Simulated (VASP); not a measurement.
# LiH (Fm-3m) in VASP: settings compared

Aim: see how the results for LiH move with the level of theory and the settings. Levels: LDA, PBEsol, r2SCAN, TB-mBJ, TPSS+TS. Tasks: band structure, Berry-phase polarisation.

All numbers are computed with VASP 6.6.1; they aren't measurements. Logs are shortened: lines on timing, memory, paths and dates and some standing lists are left out, and cuts for length are marked.

### Step 1. The structure

Symmetry: Fm-3m, No. 225, cubic system. Conventional cell: a = 4.074 Å, b = 4.074 Å, c = 4.074 Å, α = 90.00°, β = 90.00°, γ = 90.00°. Li (site symmetry m-3m) has 6 H at 2.04 Å as nearest neighbours. H (site symmetry m-3m) has 6 Li at 2.04 Å as nearest neighbours.

### Step 2. Band structure, LDA

INCAR reads:

```
SYSTEM = LiH
PREC = Accurate
ENCUT = 520
EDIFF = 1E-7
ISMEAR = 0
SIGMA = 0.02
LREAL = .FALSE.
LASPH = .TRUE.
NELM = 60
ALGO = Normal
ISIF = 2
LWAVE = .FALSE.
LCHARG = .FALSE.
NBANDS = 9
```

KPOINTS reads:

```
regular mesh
0
G
  12 12 12
  0 0 0
```

POSCAR reads:

```
LiH
1.0
    0.0000000000      2.0367500000      2.0367500000
    2.0367500000      0.0000000000      2.0367500000
    2.0367500000      2.0367500000      0.0000000000
Li H
1 1
Direct
    0.0000000000      0.0000000000      0.0000000000
    0.5000000000      0.5000000000      0.5000000000
```

KPOINTS_OPT reads:

```
path GXWKGLUWLK,UX
20
line-mode
reciprocal
 0.0000000000  0.0000000000  0.0000000000  G
 0.5000000000  0.0000000000  0.5000000000  X

 0.5000000000  0.0000000000  0.5000000000  X
 0.5000000000  0.2500000000  0.7500000000  W

 0.5000000000  0.2500000000  0.7500000000  W
 0.3750000000  0.3750000000  0.7500000000  K

 0.3750000000  0.3750000000  0.7500000000  K
 0.0000000000  0.0000000000  0.0000000000  G

 0.0000000000  0.0000000000  0.0000000000  G
 0.5000000000  0.5000000000  0.5000000000  L

 0.5000000000  0.5000000000  0.5000000000  L
 0.6250000000  0.2500000000  0.6250000000  U

 0.6250000000  0.2500000000  0.6250000000  U
 0.5000000000  0.2500000000  0.7500000000  W

 0.5000000000  0.2500000000  0.7500000000  W
 0.5000000000  0.5000000000  0.5000000000  L

 0.5000000000  0.5000000000  0.5000000000  L
 0.3750000000  0.3750000000  0.7500000000  K

 0.6250000000  0.2500000000  0.6250000000  U
 0.5000000000  0.0000000000  0.5000000000  X
```

Potentials or basis: VASP PAW LDA potentials, release 64 (Li_sv, H).

Command:

```
$ cat potpaw_LDA.64/Li_sv/POTCAR potpaw_LDA.64/H/POTCAR > POTCAR
$ mpirun -np 1 vasp_std > vasp.out
```

OUTCAR:

```text
SYSTEM = LiH
   PREC = Accurate
   ENCUT = 520
   EDIFF = 1E-7
   ISMEAR = 0
   LREAL = .FALSE.
   LASPH = .TRUE.
   NELM = 60
   ISIF = 2

 ion  position               nearest neighbor table
   1  0.000  0.000  0.000-
   2  0.500  0.500  0.500-

  LATTYP: Found a face centered cubic cell.
 ALAT       =     4.0735000000

  Lattice vectors:

 A1 = (   0.0000000000,   2.0367500000,   2.0367500000)
 A2 = (   2.0367500000,   0.0000000000,   2.0367500000)
 A3 = (   2.0367500000,   2.0367500000,   0.0000000000)

Analysis of symmetry for initial positions (statically):
=====================================================================
 Subroutine PRICEL returns:
 Original cell was already a primitive cell.

 Routine SETGRP: Setting up the symmetry group for a
 face centered cubic supercell.

 Subroutine GETGRP returns: Found 48 space group operations
 (whereof 48 operations were pure point group operations)
 out of a pool of 48 trial point group operations.

The static configuration has the point symmetry O_h .

Analysis of symmetry for dynamics (positions and initial velocities):
=====================================================================
 Subroutine PRICEL returns:
 Original cell was already a primitive cell.

 Routine SETGRP: Setting up the symmetry group for a
 face centered cubic supercell.

 Subroutine GETGRP returns: Found 48 space group operations
 (whereof 48 operations were pure point group operations)
 out of a pool of 48 trial point group operations.

The dynamic configuration has the point symmetry O_h .

 Subroutine INISYM returns: Found 48 space group operations
 (whereof 48 operations are pure point group operations),
 and found     1 'primitive' translations

----------------------------------------------------------------------------------------

                                     Primitive cell

  volume of cell :      16.8983

  direct lattice vectors                    reciprocal lattice vectors
     0.000000000  2.036750000  2.036750000    -0.245489137  0.245489137  0.245489137
     2.036750000  0.000000000  2.036750000     0.245489137 -0.245489137  0.245489137
     2.036750000  2.036750000  0.000000000     0.245489137  0.245489137 -0.245489137

  length of vectors
     2.880399473  2.880399473  2.880399473     0.425199658  0.425199658  0.425199658

  position of ions in fractional coordinates (direct lattice)
     0.000000000  0.000000000  0.000000000
     0.500000000  0.500000000  0.500000000

  ion indices of the primitive-cell ions
   primitive index   ion index
                 1           1
                 2           2

----------------------------------------------------------------------------------------

 KPOINTS: regular mesh

Automatic generation of k-mesh.
 Grid dimensions read from file:
 generate k-points for:   12   12   12

 Generating k-lattice:

  Cartesian coordinates                     Fractional coordinates (reciprocal lattice)
    -0.020457428  0.020457428  0.020457428     0.083333333  0.000000000  0.000000000
     0.020457428 -0.020457428  0.020457428     0.000000000  0.083333333  0.000000000
     0.020457428  0.020457428 -0.020457428     0.000000000  0.000000000  0.083333333

  Length of vectors
     0.035433305  0.035433305  0.035433305

  Shift w.r.t. Gamma in fractional coordinates (k-lattice)
     0.000000000  0.000000000  0.000000000

 Subroutine IBZKPT returns following result:
 ===========================================

 Found     72 irreducible k-points:

 Following reciprocal coordinates:
            Coordinates               Weight
  0.000000  0.000000  0.000000      1.000000
  0.083333  0.000000  0.000000      8.000000
  0.166667  0.000000  0.000000      8.000000
  0.250000  0.000000  0.000000      8.000000
  0.333333  0.000000  0.000000      8.000000
  0.416667  0.000000  0.000000      8.000000
[... 16 lines left out ...]
  0.500000  0.166667  0.000000     24.000000
 -0.416667  0.166667  0.000000     24.000000
 [... further k-points ...]
   k-points           NKPTS =     72   k-points in BZ     NKDIM =     72   number of bands    NBANDS=      9
   number of dos      NEDOS =    301   number of ions     NIONS =      2
   total plane-waves  NPLWV =  13824
   dimension x,y,z NGX =    24 NGY =   24 NGZ =   24
   dimension x,y,z NGXF=    48 NGYF=   48 NGZF=   48
   ions per type =               1   1
   NGX,Y,Z   is equivalent  to a cutoff of  13.85, 13.85, 13.85 a.u.
   NGXF,Y,Z  is equivalent  to a cutoff of  27.70, 27.70, 27.70 a.u.
 SYSTEM =  LiH
   PREC   = accura    normal or accurate (medium, high low for compatibility)
   ISTART =      0    job   : 0-new  1-cont  2-samecut
   ICHARG =      2    charge: 1-file 2-atom 10-const
   ISPIN  =      1    spin polarized calculation?
   LNONCOLLINEAR =      F non collinear calculations
   LSORBIT =      F    spin-orbit coupling
   LASPH  =      T    aspherical Exc in radial PAW
   ENCUT  =  520.0 eV  38.22 Ry    6.18 a.u.   5.36  5.36  5.36*2*pi/ulx,y,z
   NELM   =     60;   NELMIN=  2; NELMDL= -5     # of ELM steps
   EDIFF  = 0.1E-06   stopping-criterion for ELM
   LREAL  =      F    real-space projection
   EDIFFG = 0.1E-05   stopping-criterion for IOM
   NSW    =      0    number of steps for IOM
   IBRION =     -1    ionic relax: 0-MD 1-quasi-New 2-CG
   NFREE  =      0    steps in history (QN), initial steepest desc. (CG)
   ISIF   =      2    stress and relaxation
   ISYM   =      2    0-nonsym 1-usesym 2-fastsym
   POTIM  = 0.5000    time-step for ionic-motion
   TEBEG  =    0.0;   TEEND  =   0.0 temperature during run
   PSTRESS=    0.0 pullay stress
   NELECT =       4.0000    total number of electrons
   NUPDOWN=      -1.0000    fix difference up-down
   EMIN   =  10.00;   EMAX   =-10.00  energy-range for DOS
   EFERMI =   0.00;   METHOD = LEGACY
   ISMEAR =     0;   SIGMA  =   0.02  broadening in eV -4-tet -1-fermi 0-gaus
   EFERMI_NEDOS =   21; number of points for ismear=-14 and -15
   IALGO  =     38    algorithm
   IMIX   =      4    mixing-type and parameters
     AMIX     =   0.40;   BMIX     =  1.00
     AMIX_MAG =   1.60;   BMIX_MAG =  1.00
  volume/ion in A,a.u.               =       8.45        57.02
  Fermi-wavevector in a.u.,A,eV,Ry     =   1.012699  1.913724 13.953585  1.025560
  Thomas-Fermi vector in A             =   2.145824
   LORBIT       =      0    0 simple, 1 ext, 2 COOP (PROOUT), +10 PAW based schemes
   GGA     = CA    functional components
   LHFCALC =     F    Hartree Fock is set to
   AEXX    =    0.0000 exact exchange contribution
   IVDW    =     0    specifies the selected vdW correction
   LEPSILON=     F    determine dielectric tensor
   LRPA    =     F    only Hartree local field effects (RPA)
 non-spin polarized calculation
 Gauss-broadening in eV      SIGMA  =   0.02
  energy-cutoff  :      520.00
  volume of cell :       16.90
 maximum number of plane-waves:       468
 NGX is ok and might be reduce to    24
   NGX = 11   NGY = 11   NGZ = 11

 number of electron       3.9999999 magnetization

 Free energy of the ion-electron system (eV)
  ---------------------------------------------------
  ext. energy  EPLUGINS =         0.00000000
  ---------------------------------------------------
  free energy    TOTEN  =        -6.46940094 eV

  energy without entropy =       -6.46940094  energy(sigma->0) =       -6.46940094

 E-fermi :   0.0981     XC(G=0):  -8.6492

 val. band max:       -0.0223967484   @ k =   0.5000   0.5000   0.0000
 cond. band min:       2.6260668074   @ k =   0.5000   0.5000   0.0000
 fundamental gap:      2.6484635558
 Fermi energy:         0.0980924460

 k-point     1 :       0.0000    0.0000    0.0000
  band No.  band energies     occupation
      1     -43.5299      2.00000
      2      -5.3980      2.00000
      3      15.4833      0.00000
      4      16.9074      0.00000
      5      16.9074      0.00000
      6      16.9074      0.00000
      7      21.6483      0.00000
      8      21.6483      0.00000
      9      21.6483      0.00000

 k-point     2 :       0.0833    0.0000    0.0000
  band No.  band energies     occupation
      1     -43.5270      2.00000
      2      -5.2784      2.00000
      3      14.4052      0.00000
      4      16.2936      0.00000
      5      16.6418      0.00000
      6      16.6418      0.00000
      7      21.0875      0.00000
      8      22.2180      0.00000
      9      22.2180      0.00000

 k-point     3 :       0.1667    0.0000    0.0000
  band No.  band energies     occupation
      1     -43.5190      2.00000
      2      -4.9250      2.00000
      3      11.8706      0.00000
      4      15.3384      0.00000
      5      16.1352      0.00000
      6      16.1352      0.00000
      7      21.5089      0.00000
      8      22.8052      0.00000
      9      22.8052      0.00000

 k-point     4 :       0.2500    0.0000    0.0000
  band No.  band energies     occupation
      1     -43.5081      2.00000
      2      -4.3599      2.00000
      3       9.1802      0.00000
      4      14.4336      0.00000
      5      15.7226      0.00000
      6      15.7226      0.00000
      7      21.2171      0.00000
      8      21.2171      0.00000
      9      22.5465      0.00000

 k-point     5 :       0.3333    0.0000    0.0000
  band No.  band energies     occupation
      1     -43.4972      2.00000
      2      -3.6479      2.00000
      3       6.8444      0.00000
      4      13.7092      0.00000
      5      15.5178      0.00000
      6      15.5178      0.00000
      7      19.7218      0.00000
      8      19.7218      0.00000
      9      23.9153      0.00000

 k-point     6 :       0.4167    0.0000    0.0000
  band No.  band energies     occupation
      1     -43.4891      2.00000
      2      -2.9596      2.00000
      3       5.1550      0.00000
      4      13.2476      0.00000
      5      15.4992      0.00000
      6      15.4992      0.00000
      7      18.6913      0.00000
      8      18.6913      0.00000
      9      25.3255      0.00000
[... 169 lines left out ...]
 k-point    21 :       0.3333    0.1667    0.0000
  band No.  band energies     occupation
      1     -43.4973      2.00000
      2      -3.6516      2.00000
      3       8.3670      0.00000
      4      11.5728      0.00000
      5      12.7567      0.00000
      6      16.2602      0.00000
      7      19.2657      0.00000
      8      23.5108      0.00000
      9      24.8877      0.00000

 k-point    22 :       0.4167    0.1667    0.0000
  band No.  band energies     occupation
      1     -43.4883      2.00000
      2      -2.8872      2.00000
      3       6.2607      0.00000
      4      10.6452      0.00000
      5      12.7063      0.00000
      6      15.6604      0.00000
      7      21.1094      0.00000
      8      23.4176      0.00000
      9      23.6620      0.00000

 k-point    23 :       0.5000    0.1667    0.0000
  band No.  band energies     occupation
      1     -43.4828      2.00000
      2      -2.2466      2.00000
      3       4.8766      0.00000
      4      10.0071      0.00000
      5      13.0053      0.00000
      6      15.1865      0.00000
      7      22.2477      0.00000
      8      22.4078      0.00000
      9      24.9423      0.00000

 k-point    24 :      -0.4167    0.1667    0.0000
  band No.  band energies     occupation
      1     -43.4820      2.00000
      2      -2.1486      2.00000
      3       4.6906      0.00000
      4       9.6670      0.00000
      5      13.6477      0.00000
      6      14.9161      0.00000
      7      21.4104      0.00000
      8      23.1814      0.00000
      9      26.3460      0.00000

 [... further k-points ...]

------------------------ aborting loop because EDIFF is reached ----------------------------------------

  FORCE on cell =-STRESS in cart. coord.  units (eV):
  Direction    XX          YY          ZZ          XY          YZ          ZX
  --------------------------------------------------------------------------------------
  -------------------------------------------------------------------------------------
  Total       -0.4499155     -0.4499155     -0.4499155     -0.0000000     -0.0000000      0.0000000
  in kB      -42.6577942    -42.6577942    -42.6577942     -0.0000000     -0.0000000      0.0000000
  external PRESSURE =     -42.6577942 kB  Pullay stress =       0.0000000 kB

 VOLUME and BASIS-vectors are now :
 -----------------------------------------------------------------------------
  energy-cutoff  :      520.00
  volume of cell :       16.90
      direct lattice vectors                 reciprocal lattice vectors
     0.000000000  2.036750000  2.036750000    -0.245489137  0.245489137  0.245489137
     2.036750000  0.000000000  2.036750000     0.245489137 -0.245489137  0.245489137
     2.036750000  2.036750000  0.000000000     0.245489137  0.245489137 -0.245489137

 POSITION                                       TOTAL-FORCE (eV/Angst)
 -----------------------------------------------------------------------------------
      0.00000      0.00000      0.00000        -0.000000     -0.000000      0.000000
      2.03675      2.03675      2.03675         0.000000      0.000000      0.000000
 -----------------------------------------------------------------------------------
    total drift:                                0.000000     -0.000000     -0.000000

  FREE ENERGIE OF THE ION-ELECTRON SYSTEM (eV)
  ---------------------------------------------------
  free  energy   TOTEN  =        -6.4694009427 eV

  energy  without entropy=       -6.4694009427  energy(sigma->0) =       -6.46940094
```

Run time: 10 s. Hardware: 1 thread of Intel Xeon Platinum 8488C (Sapphire Rapids), shared host; peak memory 0.13 GiB.

Results:

```
Free energy             : -6.4694 eV
Band gap on the k mesh  : 2.65 eV, direct
Band gap along the path : 2.65 eV, direct
```

Levels at the corners of the path, in eV from the valence-band top:
```tsv
point	band 1	band 2	band 3	band 4	band 5	band 6
Γ	-43.51	-5.38	15.51	16.93	16.93	16.93
X	-43.45	0.00	2.65	10.17	10.17	13.37
X	-43.45	0.00	2.65	10.17	10.17	13.37
W	-43.45	-0.23	4.86	4.86	11.11	16.73
W	-43.45	-0.23	4.86	4.86	11.11	16.73
K	-43.45	-0.52	3.76	7.11	11.26	15.37
K	-43.45	-0.52	3.76	7.11	11.26	15.37
Γ	-43.51	-5.38	15.51	16.93	16.93	16.93
Γ	-43.51	-5.38	15.51	16.93	16.93	16.93
L	-43.46	-2.62	4.53	13.11	15.55	15.55
L	-43.46	-2.62	4.53	13.11	15.55	15.55
U	-43.45	-0.52	3.76	7.11	11.26	15.37
U	-43.45	-0.52	3.76	7.11	11.26	15.37
W	-43.45	-0.23	4.86	4.86	11.11	16.73
W	-43.45	-0.23	4.86	4.86	11.11	16.73
L	-43.46	-2.62	4.53	13.11	15.55	15.55
L	-43.46	-2.62	4.53	13.11	15.55	15.55
K	-43.45	-0.52	3.76	7.11	11.26	15.37
U	-43.45	-0.52	3.76	7.11	11.26	15.37
X	-43.45	0.00	2.65	10.17	10.17	13.37
```

Caveat: the cutoff is under 1.25 times the usual one of these potentials, so pressure, stress and relaxed cells hold a basis-set (Pulay) error.

### Step 3. Band structure, PBEsol

Edit INCAR of step 2 so:

```diff
@@ -13,2 +13,3 @@
 LCHARG = .FALSE.
+GGA = PS
 NBANDS = 9
```

KPOINTS is that of step 2.

POSCAR is that of step 2.

KPOINTS_OPT is that of step 2.

Potentials or basis: VASP PAW PBE potentials, release 64 (Li_sv, H).

Command:

```
$ cat potpaw_PBE.64/Li_sv/POTCAR potpaw_PBE.64/H/POTCAR > POTCAR
$ mpirun -np 1 vasp_std > vasp.out
```

It took 12 s on 1 thread of Intel Xeon Platinum 8488C (Sapphire Rapids), shared host; peak memory 0.14 GiB.

The run converged. Its results:

```yaml
Free_energy: -6.1126 eV
Band_gap_on_the_k_mesh: 2.79 eV, direct
Band_gap_along_the_path: 2.79 eV, direct
```

Levels at the corners of the path, in eV from the valence-band top:
| point | band 1 | band 2 | band 3 | band 4 | band 5 | band 6 | band 7 |
| --- | --- | --- | --- | --- | --- | --- | --- |
| Γ | -43.75 | -5.36 | 15.48 | 17.26 | 17.26 | 17.26 | 21.77 |
| X | -43.69 | 0.00 | 2.79 | 10.40 | 10.40 | 13.40 | 16.51 |
| X | -43.69 | 0.00 | 2.79 | 10.40 | 10.40 | 13.40 | 16.51 |
| W | -43.69 | -0.21 | 5.00 | 5.00 | 11.25 | 16.99 | 23.23 |
| W | -43.69 | -0.21 | 5.00 | 5.00 | 11.25 | 16.99 | 23.23 |
| K | -43.69 | -0.50 | 3.90 | 7.21 | 11.49 | 15.53 | 20.41 |
| K | -43.69 | -0.50 | 3.90 | 7.21 | 11.49 | 15.53 | 20.41 |
| Γ | -43.75 | -5.36 | 15.48 | 17.26 | 17.26 | 17.26 | 21.77 |
| Γ | -43.75 | -5.36 | 15.48 | 17.26 | 17.26 | 17.26 | 21.77 |
| L | -43.71 | -2.57 | 4.59 | 13.16 | 15.88 | 15.88 | 18.42 |
| L | -43.71 | -2.57 | 4.59 | 13.16 | 15.88 | 15.88 | 18.42 |
| U | -43.69 | -0.50 | 3.90 | 7.21 | 11.49 | 15.53 | 20.41 |
| U | -43.69 | -0.50 | 3.90 | 7.21 | 11.49 | 15.53 | 20.41 |
| W | -43.69 | -0.21 | 5.00 | 5.00 | 11.25 | 16.99 | 23.23 |
| W | -43.69 | -0.21 | 5.00 | 5.00 | 11.25 | 16.99 | 23.23 |
| L | -43.71 | -2.57 | 4.59 | 13.16 | 15.88 | 15.88 | 18.42 |
| L | -43.71 | -2.57 | 4.59 | 13.16 | 15.88 | 15.88 | 18.42 |
| K | -43.69 | -0.50 | 3.90 | 7.21 | 11.49 | 15.53 | 20.41 |
| U | -43.69 | -0.50 | 3.90 | 7.21 | 11.49 | 15.53 | 20.41 |
| X | -43.69 | 0.00 | 2.79 | 10.40 | 10.40 | 13.40 | 16.51 |

Caveat: the cutoff is under 1.25 times the usual one of these potentials, so pressure, stress and relaxed cells hold a basis-set (Pulay) error; the PAW data sets were made with another functional, which shifts forces and pressure a little.

(Continued in part 2 of 3.)
